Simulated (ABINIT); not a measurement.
The system is Au.

```xyz
1
Lattice="-1.6573 1.6573 1.6573 1.6573 -1.6573 1.6573 1.6573 1.6573 -1.6573" Properties=species:S:1:pos:R:3 pbc="T T T"
Au    0.0000    0.0000    0.0000
```

This isn't the form of Au at room conditions, which is fcc.

Base run:

* Program: ABINIT 10.8.3 (patched build)
* Functional: LDA
* Potentials or basis: JTH PAW PBE v2.0
* Cutoff: 653 eV
* k mesh: 11 × 11 × 11
* Occupations: fermi-dirac, width 0.05 eV
* Spin: no spin polarisation

Its results: band gap on the k mesh none (metal or under the smearing width); pressure -12.4 GPa.

**Question.** The run is repeated on the same cell with these changes: functional from LDA to SCAN. What comes out?

**Answer.** Band gap on the k mesh none (metal or under the smearing width); pressure -7.1 GPa.

Caveats: the PAW data sets were made with another functional, which shifts forces and pressure a little; spin-orbit coupling is left out, which moves the levels of the heavy elements.
